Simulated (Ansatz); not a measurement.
Take a crystal in which Cd has been replaced by Mg on all its sites, with the cell rescaled by a rough guess (in some cases also distorted within its space group) and nothing relaxed:

```
Mg I
1.0
     4.40415    0.00000    0.00000
    -2.20207    3.81410    0.00000
     0.00000    0.00000    6.91293
Mg I
1 2
Direct
  0.00000 0.00000 0.00000
  0.33333 0.66667 0.27598
  0.66667 0.33333 0.72402
```

The calculation used DFT PBE, scalar-relativistic, plane waves, PAW in Ansatz.

Plane waves to 420 eV, a k mesh through Γ of 6×6×4 on the computed 3-atom cell and Gaussian smearing (0.02 eV); no spin polarisation.

**Question.** What pressure does the cell carry?

**Answer.** The pressure is -3.5 GPa (positive in compression), so the cell would contract.

**Question.** Is it a metal on this mesh?

**Answer.** No: the gap is 2.55 eV, the least direct gap 2.55 eV.

**Question.** What is its energy against the elements in their standard states?

**Answer.** -0.907 eV/atom at this unrelaxed geometry, with the elements in the same functional.

Spin-orbit coupling is left out, which matters for the bands of heavy elements. The cell holds layers, and where no dispersion correction was added their binding is poorly described.